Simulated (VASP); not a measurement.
# LiH (Fm-3m) in VASP: notebook

The runs below take LiH through single point, relaxation of cell and atoms, with PBEsol, RPBE.

Everything below comes from runs of VASP 6.6.1. Logs are shortened: lines on timing, memory, paths and dates and some standing lists are left out, and cuts for length are marked.

## 1. Starting point

The structure is cubic, space group Fm-3m (No. 225). Conventional cell: a = 4.017 Å, b = 4.017 Å, c = 4.017 Å, α = 90.00°, β = 90.00°, γ = 90.00°. Li (site symmetry m-3m) has 6 H at 2.01 Å as nearest neighbours. H (site symmetry m-3m) has 6 Li at 2.01 Å as nearest neighbours.

The cell is a database's computed one.

## 2. Single point, PBEsol

INCAR

```
PREC = Accurate
ENCUT = 520
EDIFF = 1E-7
ISMEAR = 0
SIGMA = 0.02
LREAL = F
LASPH = T
NELM = 60
ALGO = Normal
ISIF = 2
LWAVE = F
LCHARG = F
GGA = PS
```

KPOINTS

```
Automatic mesh
0
Gamma
  10 10 10
```

POSCAR

```
LiH
1.0
    0.0000000000      2.0086193900      2.0086193900
    2.0086193900      0.0000000000      2.0086193900
    2.0086193900      2.0086193900      0.0000000000
Li H
1 1
Direct
    0.0000000000      0.0000000000      0.0000000000
    0.5000000000      0.5000000000      0.5000000000
```

Potentials or basis: VASP PAW PBE potentials, release 64 (Li_sv, H).

The run is started by

```
> cat potpaw_PBE.64/Li_sv/POTCAR potpaw_PBE.64/H/POTCAR > POTCAR
> mpirun -np 1 vasp_std > vasp.out
```

OUTCAR:

```text
PREC = Accurate
   ENCUT = 520
   EDIFF = 1E-7
   ISMEAR = 0
   LREAL = F
   LASPH = T
   NELM = 60
   ISIF = 2
   GGA = PS

 ion  position               nearest neighbor table
   1  0.000  0.000  0.000-
   2  0.500  0.500  0.500-

  LATTYP: Found a face centered cubic cell.
 ALAT       =     4.0172387800

  Lattice vectors:

 A1 = (   0.0000000000,   2.0086193900,   2.0086193900)
 A2 = (   2.0086193900,   0.0000000000,   2.0086193900)
 A3 = (   2.0086193900,   2.0086193900,   0.0000000000)

Analysis of symmetry for initial positions (statically):
=====================================================================
 Subroutine PRICEL returns:
 Original cell was already a primitive cell.

 Routine SETGRP: Setting up the symmetry group for a
 face centered cubic supercell.

 Subroutine GETGRP returns: Found 48 space group operations
 (whereof 48 operations were pure point group operations)
 out of a pool of 48 trial point group operations.

The static configuration has the point symmetry O_h .

Analysis of symmetry for dynamics (positions and initial velocities):
=====================================================================
 Subroutine PRICEL returns:
 Original cell was already a primitive cell.

 Routine SETGRP: Setting up the symmetry group for a
 face centered cubic supercell.

 Subroutine GETGRP returns: Found 48 space group operations
 (whereof 48 operations were pure point group operations)
 out of a pool of 48 trial point group operations.

The dynamic configuration has the point symmetry O_h .

 Subroutine INISYM returns: Found 48 space group operations
 (whereof 48 operations are pure point group operations),
 and found     1 'primitive' translations

----------------------------------------------------------------------------------------

                                     Primitive cell

  volume of cell :      16.2078

  direct lattice vectors                    reciprocal lattice vectors
     0.000000000  2.008619390  2.008619390    -0.248927200  0.248927200  0.248927200
     2.008619390  0.000000000  2.008619390     0.248927200 -0.248927200  0.248927200
     2.008619390  2.008619390  0.000000000     0.248927200  0.248927200 -0.248927200

  length of vectors
     2.840616783  2.840616783  2.840616783     0.431154557  0.431154557  0.431154557

  position of ions in fractional coordinates (direct lattice)
     0.000000000  0.000000000  0.000000000
     0.500000000  0.500000000  0.500000000

  ion indices of the primitive-cell ions
   primitive index   ion index
                 1           1
                 2           2

----------------------------------------------------------------------------------------

 KPOINTS: Automatic mesh

Automatic generation of k-mesh.
 Grid dimensions read from file:
 generate k-points for:   10   10   10

 Generating k-lattice:

  Cartesian coordinates                     Fractional coordinates (reciprocal lattice)
    -0.024892720  0.024892720  0.024892720     0.100000000  0.000000000  0.000000000
     0.024892720 -0.024892720  0.024892720     0.000000000  0.100000000  0.000000000
     0.024892720  0.024892720 -0.024892720     0.000000000  0.000000000  0.100000000

  Length of vectors
     0.043115456  0.043115456  0.043115456

  Shift w.r.t. Gamma in fractional coordinates (k-lattice)
     0.000000000  0.000000000  0.000000000

 Subroutine IBZKPT returns following result:
 ===========================================

 Found     47 irreducible k-points:

 Following reciprocal coordinates:
            Coordinates               Weight
  0.000000  0.000000  0.000000      1.000000
  0.100000  0.000000  0.000000      8.000000
  0.200000  0.000000  0.000000      8.000000
  0.300000  0.000000  0.000000      8.000000
  0.400000  0.000000  0.000000      8.000000
  0.500000  0.000000  0.000000      4.000000
[... 16 lines left out ...]
  0.300000  0.300000  0.000000      6.000000
  0.400000  0.300000  0.000000     24.000000
 [... further k-points ...]
   k-points           NKPTS =     47   k-points in BZ     NKDIM =     47   number of bands    NBANDS=      6
   number of dos      NEDOS =    301   number of ions     NIONS =      2
   total plane-waves  NPLWV =  13824
   dimension x,y,z NGX =    24 NGY =   24 NGZ =   24
   dimension x,y,z NGXF=    48 NGYF=   48 NGZF=   48
   ions per type =               1   1
   NGX,Y,Z   is equivalent  to a cutoff of  14.05, 14.05, 14.05 a.u.
   NGXF,Y,Z  is equivalent  to a cutoff of  28.09, 28.09, 28.09 a.u.
 SYSTEM =  unknown system
   PREC   = accura    normal or accurate (medium, high low for compatibility)
   ISTART =      0    job   : 0-new  1-cont  2-samecut
   ICHARG =      2    charge: 1-file 2-atom 10-const
   ISPIN  =      1    spin polarized calculation?
   LNONCOLLINEAR =      F non collinear calculations
   LSORBIT =      F    spin-orbit coupling
   LASPH  =      T    aspherical Exc in radial PAW
   ENCUT  =  520.0 eV  38.22 Ry    6.18 a.u.   5.28  5.28  5.28*2*pi/ulx,y,z
   NELM   =     60;   NELMIN=  2; NELMDL= -5     # of ELM steps
   EDIFF  = 0.1E-06   stopping-criterion for ELM
   LREAL  =      F    real-space projection
   EDIFFG = 0.1E-05   stopping-criterion for IOM
   NSW    =      0    number of steps for IOM
   IBRION =     -1    ionic relax: 0-MD 1-quasi-New 2-CG
   NFREE  =      0    steps in history (QN), initial steepest desc. (CG)
   ISIF   =      2    stress and relaxation
   ISYM   =      2    0-nonsym 1-usesym 2-fastsym
   POTIM  = 0.5000    time-step for ionic-motion
   TEBEG  =    0.0;   TEEND  =   0.0 temperature during run
   PSTRESS=    0.0 pullay stress
   NELECT =       4.0000    total number of electrons
   NUPDOWN=      -1.0000    fix difference up-down
   EMIN   =  10.00;   EMAX   =-10.00  energy-range for DOS
   EFERMI =   0.00;   METHOD = LEGACY
   ISMEAR =     0;   SIGMA  =   0.02  broadening in eV -4-tet -1-fermi 0-gaus
   EFERMI_NEDOS =   21; number of points for ismear=-14 and -15
   IALGO  =     38    algorithm
   IMIX   =      4    mixing-type and parameters
     AMIX     =   0.40;   BMIX     =  1.00
     AMIX_MAG =   1.60;   BMIX_MAG =  1.00
  volume/ion in A,a.u.               =       8.10        54.69
  Fermi-wavevector in a.u.,A,eV,Ry     =   1.026882  1.940525 14.347160  1.054486
  Thomas-Fermi vector in A             =   2.160798
   LORBIT       =      0    0 simple, 1 ext, 2 COOP (PROOUT), +10 PAW based schemes
   GGA     = PS    functional components
   LHFCALC =     F    Hartree Fock is set to
   AEXX    =    0.0000 exact exchange contribution
   IVDW    =     0    specifies the selected vdW correction
   LEPSILON=     F    determine dielectric tensor
   LRPA    =     F    only Hartree local field effects (RPA)
 non-spin polarized calculation
 Gauss-broadening in eV      SIGMA  =   0.02
  energy-cutoff  :      520.00
  volume of cell :       16.21
 maximum number of plane-waves:       448
 NGX is ok and might be reduce to    24
   NGX = 11   NGY = 11   NGZ = 11

 number of electron       3.9999995 magnetization

 Free energy of the ion-electron system (eV)
  ---------------------------------------------------
  ext. energy  EPLUGINS =         0.00000000
  ---------------------------------------------------
  free energy    TOTEN  =        -6.11935581 eV

  energy without entropy =       -6.11935581  energy(sigma->0) =       -6.11935581

 E-fermi :   0.3123     XC(G=0):  -8.5900

 val. band max:        0.1262308886   @ k =   0.5000   0.5000   0.0000
 cond. band min:       2.8785982898   @ k =   0.5000   0.5000   0.0000
 fundamental gap:      2.7523674012
 Fermi energy:         0.3123163359

 k-point     1 :       0.0000    0.0000    0.0000
  band No.  band energies     occupation
      1     -43.5812      2.00000
      2      -5.3919      2.00000
      3      16.1486      0.00000
      4      17.7911      0.00000
      5      17.7911      0.00000
      6      17.7911      0.00000

 k-point     2 :       0.1000    0.0000    0.0000
  band No.  band energies     occupation
      1     -43.5768      2.00000
      2      -5.2146      2.00000
      3      14.6022      0.00000
      4      16.8328      0.00000
      5      17.3943      0.00000
      6      17.3943      0.00000

 k-point     3 :       0.2000    0.0000    0.0000
  band No.  band energies     occupation
      1     -43.5648      2.00000
      2      -4.6962      2.00000
      3      11.2958      0.00000
      4      15.5916      0.00000
      5      16.7583      0.00000
      6      16.7583      0.00000

 k-point     4 :       0.3000    0.0000    0.0000
  band No.  band energies     occupation
      1     -43.5497      2.00000
      2      -3.8943      2.00000
      3       8.1340      0.00000
      4      14.5524      0.00000
      5      16.3722      0.00000
      6      16.3722      0.00000

 k-point     5 :       0.4000    0.0000    0.0000
  band No.  band energies     occupation
      1     -43.5375      2.00000
      2      -3.0075      2.00000
      3       5.7638      0.00000
      4      13.8717      0.00000
      5      16.3088      0.00000
      6      16.3088      0.00000
[... 136 lines left out ...]
 k-point    21 :      -0.3000    0.2000    0.0000
  band No.  band energies     occupation
      1     -43.5332      2.00000
      2      -2.6072      2.00000
      3       6.7146      0.00000
      4       9.1783      0.00000
      5      15.2168      0.00000
      6      15.6977      0.00000

 k-point    22 :      -0.2000    0.2000    0.0000
  band No.  band energies     occupation
      1     -43.5446      2.00000
      2      -3.5559      2.00000
      3       9.4058      0.00000
      4       9.6351      0.00000
      5      15.9476      0.00000
      6      16.8923      0.00000

 k-point    23 :       0.3000    0.3000    0.0000
  band No.  band energies     occupation
      1     -43.5398      2.00000
      2      -3.1584      2.00000
      3       8.5593      0.00000
      4      12.1382      0.00000
      5      12.1382      0.00000
      6      15.2600      0.00000

 k-point    24 :       0.4000    0.3000    0.0000
  band No.  band energies     occupation
      1     -43.5304      2.00000
      2      -2.2586      2.00000
      3       6.6553      0.00000
      4      10.3617      0.00000
      5      11.6988      0.00000
      6      16.0564      0.00000

 [... further k-points ...]

------------------------ aborting loop because EDIFF is reached ----------------------------------------

  FORCE on cell =-STRESS in cart. coord.  units (eV):
  Direction    XX          YY          ZZ          XY          YZ          ZX
  --------------------------------------------------------------------------------------
  -------------------------------------------------------------------------------------
  Total       -0.1172249     -0.1172249     -0.1172249      0.0000000      0.0000000     -0.0000000
  in kB      -11.5879753    -11.5879753    -11.5879753      0.0000000      0.0000000     -0.0000000
  external PRESSURE =     -11.5879753 kB  Pullay stress =       0.0000000 kB

 VOLUME and BASIS-vectors are now :
 -----------------------------------------------------------------------------
  energy-cutoff  :      520.00
  volume of cell :       16.21
      direct lattice vectors                 reciprocal lattice vectors
     0.000000000  2.008619390  2.008619390    -0.248927200  0.248927200  0.248927200
     2.008619390  0.000000000  2.008619390     0.248927200 -0.248927200  0.248927200
     2.008619390  2.008619390  0.000000000     0.248927200  0.248927200 -0.248927200

 POSITION                                       TOTAL-FORCE (eV/Angst)
 -----------------------------------------------------------------------------------
      0.00000      0.00000      0.00000        -0.000000     -0.000000      0.000000
      2.00862      2.00862      2.00862         0.000000      0.000000     -0.000000
 -----------------------------------------------------------------------------------
    total drift:                                0.000000     -0.000000     -0.000000

  FREE ENERGIE OF THE ION-ELECTRON SYSTEM (eV)
  ---------------------------------------------------
  free  energy   TOTEN  =        -6.1193558053 eV

  energy  without entropy=       -6.1193558053  energy(sigma->0) =       -6.11935581
```

Run time: 5.9 s. Hardware: 1 thread of Intel Xeon Platinum 8488C (Sapphire Rapids), shared host; peak memory 0.13 GiB.

What came out:

```
Free energy            : -6.1194 eV
Band gap on the k mesh : 2.75 eV, direct
```

Caveat: the cutoff is under 1.25 times the usual one of these potentials, so pressure, stress and relaxed cells hold a basis-set (Pulay) error; the PAW data sets were made with another functional, which shifts forces and pressure a little.

## 3. Relaxation of cell and atoms, PBEsol

INCAR

```
SYSTEM = LiH
PREC = Accurate
ENCUT = 580
EDIFF = 1E-7
ISMEAR = 0
SIGMA = 0.02
LREAL = .FALSE.
LASPH = .TRUE.
NELM = 60
ALGO = Normal
ISIF = 3
LWAVE = .FALSE.
LCHARG = .FALSE.
GGA = PS
IBRION = 2
NSW = 90
EDIFFG = -0.005
```

KPOINTS

```
regular mesh
0
G
  10 10 10
  0 0 0
```

POSCAR is that of step 2.

Potentials or basis: VASP PAW PBE potentials, release 64 (Li, H).

The run is started by

```
> cat potpaw_PBE.64/Li/POTCAR potpaw_PBE.64/H/POTCAR > POTCAR
> mpirun -np 1 vasp_std > vasp.out
```

Run time: 6.9 s. Hardware: 1 thread of Intel Xeon Platinum 8488C (Sapphire Rapids), shared host; peak memory 0.13 GiB.

Results (log left out):

- Free energy: -6.1048 eV
- Relaxed volume: 7.95 Å³/atom
- Relaxed cell: a = 2.823 Å, b = 2.823 Å, c = 2.823 Å, α = 60.00°, β = 60.00°, γ = 60.00°
- Space group after relaxing (to 0.05 Å): Fm-3m (No. 225)
- Energy gained by relaxing: 0.3 meV/atom
- Ionic steps: 3
- Pressure after relaxing: 0.0 GPa
- Band gap on the k mesh: 2.76 eV, direct

Step by step:
| step | energy change (eV) | largest force (eV/Å) | pressure (GPa) | volume (Å³) |
| --- | --- | --- | --- | --- |
| 1 | 0.0000 | 0.0000 | -0.68 | 16.21 |
| 2 | -0.0003 | 0.0000 | -0.50 | 16.13 |
| 3 | -0.0006 | 0.0000 | 0.00 | 15.91 |

Final structure:
```
Li H
1.0
     0.00000    1.99605    1.99605
     1.99605    0.00000    1.99605
     1.99605    1.99605    0.00000
Li H
1 1
Direct
  0.00000 0.00000 0.00000
  0.50000 0.50000 0.50000
```

Levels at points of the mesh, in eV from the valence-band top:
```csv
k point,band 1,band 2,band 3,band 4
"(0.00, 0.00, 0.00)",-5.60,16.27,17.99,17.99
"(0.50, 0.00, 0.00)",-2.72,4.73,13.70,16.53
"(0.50, 0.50, 0.00)",0.00,2.76,10.71,10.71
```

Caveat: the PAW data sets were made with another functional, which shifts forces and pressure a little.

## 4. Relaxation of cell and atoms, RPBE

INCAR: that of step 3 with these lines changed.

```diff
@@ -2,3 +2,3 @@
 PREC = Accurate
-ENCUT = 580
+ENCUT = 600
 EDIFF = 1E-7
@@ -13,3 +13,3 @@
 LCHARG = .FALSE.
-GGA = PS
+GGA = RP
 IBRION = 2
```

KPOINTS is that of step 3.

POSCAR is that of step 3.

Potentials or basis: VASP PAW PBE potentials, release 64 (Li_sv, H).

The run is started by

```
> cat potpaw_PBE.64/Li_sv/POTCAR potpaw_PBE.64/H/POTCAR > POTCAR
> mpirun -np 1 vasp_std > vasp.out
```

Run time: 11 s. Hardware: 1 thread of Intel Xeon Platinum 8488C (Sapphire Rapids), shared host; peak memory 0.12 GiB.

Results (log left out):

```
Free energy                            : -6.0195 eV
Relaxed volume                         : 8.32 Å³/atom
Relaxed cell                           : a = 2.866 Å, b = 2.866 Å, c = 2.866 Å, α = 60.00°, β = 60.00°, γ = 60.00°
Space group after relaxing (to 0.05 Å) : Fm-3m (No. 225)
Energy gained by relaxing              : 0.6 meV/atom
Ionic steps                            : 4
Pressure after relaxing                : 0.0 GPa
Band gap on the k mesh                 : 3.16 eV, direct
```

The path:
```
step  energy change (eV)  largest force (eV/Å)  pressure (GPa)  volume (Å³)
   1              0.0000                0.0000            0.95        16.21
   2             -0.0006                0.0000            0.70        16.32
   3             -0.0013                0.0000            0.11        16.60
   4             -0.0013                0.0000            0.00        16.65
```

Final structure:
```
Li H
1.0
     0.00000    2.02671    2.02671
     2.02671    0.00000    2.02671
     2.02671    2.02671    0.00000
Li H
1 1
Direct
  0.00000 0.00000 0.00000
  0.50000 0.50000 0.50000
```

Levels at points of the mesh, in eV from the valence-band top:
```
           k point  band 1  band 2  band 3  band 4  band 5  band 6
(0.00, 0.00, 0.00)  -44.50   -5.24   15.71   17.88   17.88   17.88
(0.50, 0.00, 0.00)  -44.46   -2.49    4.98   13.49   16.54   16.54
(0.50, 0.50, 0.00)  -44.45    0.00    3.16   10.86   10.86   13.90
```

Caveat: the cutoff is under 1.25 times the usual one of these potentials, so pressure, stress and relaxed cells hold a basis-set (Pulay) error; the PAW data sets were made with another functional, which shifts forces and pressure a little. A k mesh can miss the band edges.

## 5. The runs side by side

| task | level | potentials or basis | cell | cutoff (eV) | gap on the mesh (eV) | pressure (GPa) | relaxed volume (Å³/atom) |
| --- | --- | --- | --- | --- | --- | --- | --- |
| single point | PBEsol | VASP PAW PBE potentials, release 64 (Li_sv, H) | as given | 520 | 2.75 | - | - |
| relaxation of cell and atoms | PBEsol | VASP PAW PBE potentials, release 64 (Li, H) | relaxed | 580 | 2.76 | 0.0 | 7.95 |
| relaxation of cell and atoms | RPBE | VASP PAW PBE potentials, release 64 (Li_sv, H) | relaxed | 600 | 3.16 | 0.0 | 8.32 |

Alike in all rows: no spin polarisation; k mesh 10 × 10 × 10; smearing gaussian 0.02 eV.

Caveats: the PAW data sets were made with another functional, which shifts forces and pressure a little; the cutoff is under 1.25 times the usual one of these potentials, so pressure, stress and relaxed cells hold a basis-set (Pulay) error (some runs).

Absolute energies hang on the potentials; compare differences alone.
